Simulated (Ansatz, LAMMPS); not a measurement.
# Relaxing amorphous SiO2 (96 atoms), part 2 of 4

Aim: bring amorphous SiO2 (96 atoms) to a nearby minimum of the energy and see what moves.

Ansatz 0.2.0; Kohn-Sham DFT, PBE, PAW (set soft_2), plane waves.

The cell: 32 Si and 64 O. The quench rate of 50 K/ps far exceeds what a furnace or splat quench reaches. The starting topology of bonds comes from the classical model. Only the Γ point is sampled in the main run, in a cell whose shortest periodic width is 11 Å.

So far. Step 3 (Single point at the start): Neighbours are counted within 2.08 Å (O-Si).

## Step 4: Relaxation

With the cell held, the atoms are moved downhill towards a nearby minimum.

input.yaml

```yaml
crystal:
  lattice:
    - [10.7084, 0.0, 0.0]
    - [0.0, 10.7084, 0.0]
    - [0.0, 0.0, 10.7084]
  atoms:
    [... the 96 atom lines of step 3 ...]
kpoints:
  mp_grid: { grid: [1, 1, 1] }
hamiltonian:
  xc: pbe
scf:
  occupations: { method: fermi_dirac, width: 0.025 }
output:
  forces: true
relax:
  f_tol: 0.04
  max_steps: 250
```

Launch:

```sh
$ ansatz run input.yaml --threads 4 --pin off --max-ram 8192MiB --backend cpu --events-out ev --progress --plain --runs-dir out
```

Numbers of over 12 decimals in the logs are rounded to 6 here.

What it wrote:

```text
[...]
Crystal: 96 atoms, lattice volume = 1227.930 Å³
Basis set: ecut = 420 eV, 23871 PW (Γ), exchange–correlation on 144×144×144 points (8 copies of the dense FFT grid, shifted against one another)
Bands: 352, of which v1, the nominal top of the filled ones, is band 256 counted from 1 (255 counted from 0)
Symmetry: 1 space group operations
[...]
k-points: 1
[...]
SCF iter   1: F=—  HF=-56756.063851 eV  |F-HF|=—  |Δ(HF+E_count)|=         —  Δρ=3.94e-3  dr2=4.12e-1  ethr=1.77e-3  ⟨swp⟩=7.0  Hψ=1700  notcnv=0  defer=44
[...]
SCF iter   6: F=-56755.946595 eV  HF=-56755.946585 eV  |F-HF|=9.33e-6  |Δ(HF+E_count)|=   2.72e-5  Δρ=4.65e-5  dr2=2.33e-5  ethr=7.81e-9  ⟨swp⟩=3.0  Hψ=1158  notcnv=0
SCF 1 converged in 6 iterations: F = -56755.946595 eV  dr2 = 2.33e-5
[...]
relax step   1: F+E_penalty+E_count = -56755.94659452 eV  Δ(F+E_penalty+E_count) = +0.000e0 eV  max|allowed force component| = 3.481e0 eV/Å  Δτ_max = 0.0000 Å  (6 SCF iters, dr2 threshold 4.00e-5 eV, accepted)
[...]
relax step   2: F+E_penalty+E_count = -56756.95339609 eV  Δ(F+E_penalty+E_count) = -1.007e0 eV  max|allowed force component| = 2.405e0 eV/Å  Δτ_max = 0.0868 Å  (6 SCF iters, dr2 threshold 1.00e-4 eV, accepted)
[...]
relax step   3: F+E_penalty+E_count = -56757.85692253 eV  Δ(F+E_penalty+E_count) = -9.035e-1 eV  max|allowed force component| = 8.807e-1 eV/Å  Δτ_max = 0.1139 Å  (6 SCF iters, dr2 threshold 1.00e-4 eV, accepted)
relax step   4: F+E_penalty+E_count = -56757.97286809 eV  Δ(F+E_penalty+E_count) = -1.159e-1 eV  max|allowed force component| = 2.623e-1 eV/Å  Δτ_max = 0.1745 Å  (7 SCF iters, dr2 threshold 1.00e-4 eV, accepted)
relax step   5: F+E_penalty+E_count = -56758.01439596 eV  Δ(F+E_penalty+E_count) = -4.153e-2 eV  max|allowed force component| = 2.670e-1 eV/Å  Δτ_max = 0.2000 Å  (7 SCF iters, dr2 threshold 6.11e-6 eV, accepted)
relax step   6: F+E_penalty+E_count = -56758.07459482 eV  Δ(F+E_penalty+E_count) = -6.020e-2 eV  max|allowed force component| = 4.373e-1 eV/Å  Δτ_max = 0.2000 Å  (7 SCF iters, dr2 threshold 6.33e-6 eV, accepted)
relax step   7: F+E_penalty+E_count = -56758.16305422 eV  Δ(F+E_penalty+E_count) = -8.846e-2 eV  max|allowed force component| = 6.648e-1 eV/Å  Δτ_max = 0.1971 Å  (6 SCF iters, dr2 threshold 1.00e-4 eV, accepted)
relax step   8: F+E_penalty+E_count = -56758.24228265 eV  Δ(F+E_penalty+E_count) = -7.923e-2 eV  max|allowed force component| = 4.579e-1 eV/Å  Δτ_max = 0.0716 Å  (5 SCF iters, dr2 threshold 1.00e-4 eV, accepted)
relax step   9: F+E_penalty+E_count = -56758.22481920 eV  Δ(F+E_penalty+E_count) = +1.746e-2 eV  max|allowed force component| = 7.981e-1 eV/Å  Δτ_max = 0.1456 Å  (6 SCF iters, dr2 threshold 9.94e-5 eV, rejected (line search))
relax step  10: F+E_penalty+E_count = -56758.30900251 eV  Δ(F+E_penalty+E_count) = -6.672e-2 eV  max|allowed force component| = 1.735e-1 eV/Å  Δτ_max = 0.0728 Å  (9 SCF iters, accepted)
relax step  11: F+E_penalty+E_count = -56758.32701947 eV  Δ(F+E_penalty+E_count) = -1.802e-2 eV  max|allowed force component| = 5.692e-2 eV/Å  Δτ_max = 0.1000 Å  (7 SCF iters, dr2 threshold 4.33e-6 eV, accepted)
relax step  12: F+E_penalty+E_count = -56758.32884843 eV  Δ(F+E_penalty+E_count) = -1.829e-3 eV  max|allowed force component| = 4.525e-2 eV/Å  Δτ_max = 0.0233 Å  (7 SCF iters, accepted)
[...]
relax step  13: F+E_penalty+E_count = -56758.32957027 eV  Δ(F+E_penalty+E_count) = -7.218e-4 eV  max|allowed force component| = 1.617e-2 eV/Å  Δτ_max = 0.0150 Å  (7 SCF iters, accepted)
SCF converged after 7 iterations
Free energy (F): -56758.329570 eV
[...]
Internal energy: -56758.329570 eV  (E = F + TS)
E sigma→0 (E₀):  -56758.329570 eV
Fermi energy:    5.454866 eV
[...]
--- Forces (eV/Å), atoms counted from 1 ---
  atom   1  Si    -0.00491338    -0.00154729    -0.01272965
  atom   2  Si     0.00059295     0.00461952     0.00520181
  atom   3  Si     0.00182398     0.00484333    -0.00018831
  atom   4  Si     0.00582863     0.00272332    -0.00266343
  atom   5  Si     0.00005291    -0.00569953     0.00584767
  atom   6  Si     0.00215298     0.00246538    -0.00281254
  atom   7  Si    -0.00182854    -0.00319669    -0.00939771
  atom   8  Si     0.00378711     0.00133111    -0.01483458
  atom   9  Si     0.00012946    -0.00527956     0.00386140
  atom  10  Si    -0.00557726    -0.00614583     0.01235281
  atom  11  Si    -0.00114446     0.00249547     0.00532530
  atom  12  Si    -0.00712520    -0.00604282    -0.00794246
  atom  13  Si    -0.00672503    -0.00108648     0.01082430
  atom  14  Si     0.01178566    -0.00449834     0.00330820
[...]
atom  95  O     -0.00281836    -0.00281537     0.00756714
  atom  96  O      0.00199176    -0.00028979    -0.00026902
  max |Σ_I F_I| component: 6.53e-5 eV/Å
--- Relaxed structure (13 steps of the walk, 12 accepted, 0 SCFs on fresh bases) ---
  F+E_penalty+E_count = -56758.32957027 eV   max|allowed force component| = 1.617e-2 eV/Å
  atoms:
    - { symbol: Si, position: [1.005715, 0.605693, 0.758467] }
    - { symbol: Si, position: [0.294839, 0.124596, 0.00257691] }
    - { symbol: Si, position: [0.628884, 0.784385, 0.478616] }
    - { symbol: Si, position: [0.780988, 0.439211, 0.739659] }
[...]
- { symbol: O, position: [0.906474, 0.513734, 0.489926] }
```

Elapsed: 1.9 min, on 4 threads of Arm Neoverse V1, shared host; peak memory 1.4 GiB; 7.4 min of CPU time.

The steps of the relaxation:

| step | energy less that of the first step (eV) | largest force component (eV/Å) |
| --- | --- | --- |
| 1 | 0.0000 | 3.4808 |
| 2 | -1.0068 | 2.4048 |
| 3 | -1.9103 | 0.8807 |
| 4 | -2.0263 | 0.2623 |
| 5 | -2.0678 | 0.2670 |
| 6 | -2.1280 | 0.4373 |
| 7 | -2.2165 | 0.6648 |
| 8 | -2.2957 | 0.4579 |
| 9 | -2.2782 | 0.7981 |
| 10 | -2.3624 | 0.1735 |
| 11 | -2.3804 | 0.0569 |
| 12 | -2.3823 | 0.0453 |
| 13 | -2.3830 | 0.0162 |

Relaxation step 9 was tried and not accepted.

The atoms that moved most (Å):

| atom | dx | dy | dz | length |
| --- | --- | --- | --- | --- |
| O50 | -0.437 | 0.344 | 0.651 | 0.856 |
| Si28 | 0.340 | -0.368 | -0.099 | 0.511 |
| O51 | -0.182 | 0.411 | -0.106 | 0.462 |
| O38 | -0.185 | 0.382 | 0.067 | 0.429 |
| O73 | 0.043 | 0.418 | -0.026 | 0.421 |
| Si24 | -0.160 | 0.336 | 0.019 | 0.373 |
| O87 | 0.128 | -0.335 | -0.068 | 0.365 |
| Si7 | 0.152 | -0.315 | 0.015 | 0.350 |

The relaxation changed the energy by -24.8 meV/atom, and atoms moved by 0.19 Å r.m.s., 0.86 Å at most.

## Step 5: Structure statistics after relaxation

Bonds before and after, by the cutoffs listed below:

| pair | bonds before | bonds after | mean before (Å) | mean after (Å) | spread before (Å) | spread after (Å) |
| --- | --- | --- | --- | --- | --- | --- |
| O-Si | 128 | 129 | 1.618 | 1.639 | 0.026 | 0.037 |

Density 2.6 g/cm³, 12.79 Å³ an atom.

Pair distribution functions g(r), in bins of 0.1 Å:

| r (Å) | total | O-O | O-Si | Si-Si |
| --- | --- | --- | --- | --- |
| 1.45 | 0.00 | 0.00 | 0.00 | 0.00 |
| 1.55 | 0.51 | 0.00 | 1.15 | 0.00 |
| 1.65 | 9.31 | 0.00 | 20.90 | 0.00 |
| 1.75 | 0.21 | 0.00 | 0.47 | 0.00 |
| 1.85 | 0.19 | 0.00 | 0.43 | 0.00 |
| 1.95 | 0.00 | 0.00 | 0.00 | 0.00 |
| 2.05 | 0.00 | 0.00 | 0.00 | 0.00 |
| 2.15 | 0.00 | 0.00 | 0.00 | 0.00 |
| 2.25 | 0.00 | 0.00 | 0.00 | 0.00 |
| 2.35 | 0.04 | 0.08 | 0.00 | 0.00 |
| 2.45 | 0.18 | 0.40 | 0.00 | 0.00 |
| 2.55 | 1.71 | 3.86 | 0.00 | 0.00 |
| 2.65 | 2.44 | 5.48 | 0.00 | 0.00 |
| 2.75 | 1.52 | 3.35 | 0.00 | 0.25 |
| 2.85 | 0.57 | 0.82 | 0.12 | 1.42 |
| 2.95 | 0.63 | 0.38 | 0.22 | 3.30 |
| 3.05 | 0.96 | 0.62 | 0.66 | 3.51 |
| 3.15 | 0.94 | 0.81 | 0.63 | 2.69 |
| 3.25 | 1.00 | 0.86 | 0.81 | 2.36 |
| 3.35 | 0.56 | 0.51 | 0.76 | 0.00 |
| 3.45 | 0.85 | 0.68 | 1.24 | 0.00 |
| 3.55 | 0.88 | 0.64 | 1.29 | 0.15 |
| 3.65 | 0.75 | 0.57 | 1.11 | 0.00 |
| 3.75 | 0.84 | 0.68 | 1.12 | 0.41 |
| 3.85 | 1.35 | 0.84 | 1.97 | 0.90 |
| 3.95 | 1.26 | 0.67 | 1.93 | 0.97 |
| 4.05 | 1.14 | 0.70 | 1.72 | 0.58 |
| 4.15 | 1.52 | 0.67 | 2.40 | 1.44 |
| 4.25 | 1.33 | 1.01 | 1.67 | 1.27 |
| 4.35 | 0.93 | 0.83 | 0.91 | 1.41 |
| 4.45 | 0.89 | 0.87 | 0.89 | 0.96 |
| 4.55 | 0.95 | 1.01 | 0.83 | 1.20 |
| 4.65 | 1.00 | 1.32 | 0.64 | 1.15 |
| 4.75 | 0.86 | 1.25 | 0.34 | 1.43 |
| 4.85 | 0.96 | 1.36 | 0.56 | 0.97 |
| 4.95 | 1.07 | 1.44 | 0.68 | 1.17 |
| 5.05 | 1.01 | 1.46 | 0.52 | 1.12 |
| 5.15 | 1.10 | 1.39 | 0.86 | 0.93 |
| 5.25 | 1.00 | 1.09 | 0.85 | 1.25 |
| 5.35 | 1.10 | 1.13 | 0.98 | 1.47 |

Bonds by pair of elements; cutoffs follow the first minimum of g(r), held within bounds set by covalent radii, and pairs that aren't listed don't count as bonded:

| pair A-B | cutoff (Å) | bonds | mean length (Å) | spread (Å) | shortest (Å) | B about A | A about B |
| --- | --- | --- | --- | --- | --- | --- | --- |
| O-Si | 2.16 | 129 | 1.64 | 0.037 | 1.59 | 2.02 | 4.03 |

How many atoms have how many bonded neighbours:

| element | mean | 2 | 3 | 4 | 5 |
| --- | --- | --- | --- | --- | --- |
| O | 2.02 | 63 | 1 | 0 | 0 |
| Si | 4.03 | 0 | 0 | 31 | 1 |

Bond angles, per cent of each kind in bins of 5°:

| angle (°) | O-Si-O | Si-O-Si |
| --- | --- | --- |
| 85–90 | 2.0 | 0.0 |
| 90–95 | 1.0 | 0.0 |
| 95–100 | 0.5 | 0.0 |
| 100–105 | 20.9 | 0.0 |
| 105–110 | 30.6 | 0.0 |
| 110–115 | 31.1 | 1.5 |
| 115–120 | 10.2 | 6.1 |
| 120–125 | 1.0 | 6.1 |
| 125–130 | 1.5 | 15.2 |
| 130–135 | 0.0 | 13.6 |
| 135–140 | 0.0 | 16.7 |
| 140–145 | 0.0 | 12.1 |
| 145–150 | 0.0 | 7.6 |
| 150–155 | 0.0 | 3.0 |
| 155–160 | 0.5 | 3.0 |
| 160–165 | 0.0 | 6.1 |
| 165–170 | 0.5 | 4.5 |
| 170–175 | 0.0 | 4.5 |

Bond angles (no mean is given where the spread exceeds 20°):

| angle | count | mean (°) | spread (°) |
| --- | --- | --- | --- |
| O-Si-O | 196 | 109 | 8.3 |
| Si-O-Si | 66 | 140 | 15.2 |

Oxygen atoms by the number of network formers (Si, P, Ge, B, Al, As, Ga) bound to them:

| network formers bound to O | O atoms | per cent |
| --- | --- | --- |
| 0 | 0 | 0 |
| 1 | 0 | 0 |
| 2 | 63 | 98.4 |
| 3 | 1 | 1.6 |

Network units: each former by its oxygen neighbours and how many of them bridge to another former:

| former | O neighbours | bridging O | atoms |
| --- | --- | --- | --- |
| Si | 4 | 4 | 31 |
| Si | 5 | 5 | 1 |

Bond length by coordination (bonds to H left out):

| element | coordination | atoms | mean bond length (Å) |
| --- | --- | --- | --- |
| O | 2 | 63 | 1.64 |
| O | 3 | 1 | 1.78 |
| Si | 4 | 31 | 1.64 |
| Si | 5 | 1 | 1.74 |

Rings of the network by King's shortest-path rule, up to 12 atoms, one path for each pair of neighbours; H, halogens, alkali and alkaline-earth atoms are left out, and the last column divides by all other atoms, bonded or not:

| ring size (atoms) | rings | per network atom |
| --- | --- | --- |
| 6 | 2 | 0.021 |
| 8 | 6 | 0.062 |
| 10 | 15 | 0.156 |
| 12 | 16 | 0.167 |

For some of the pairs, g(r) has its first main peak near 2.7 Å (O-O), 1.6 Å (O-Si) and 3.0 Å (Si-Si). With the cutoffs above, 98 % of O atoms have 2 and 97 % of Si atoms have 4 bonded neighbours. The O-Si-O angle averages 109° with a spread of 8°. 98 % of the oxygens bridge two formers (Si) and 0 % are non-bridging; 2 % join three. The commonest Si unit has 4 oxygens, 4 of them shared with other formers (31 of 32 atoms). Rings of 12 atoms are the most common (41 % of those counted); sizes run from 6 to 12, where the search stops.

(Continued in part 3 of 4.)

[Logs are printed without paths, hosts, clocks, repeated set-up lines and the standing remarks that a program may print on its own settings, such as how far it seeks lower states.]

[Hosts, paths, dates, database ids (printed as entryN), source tags and the programs' standing remarks are cut or masked in the printed files.]
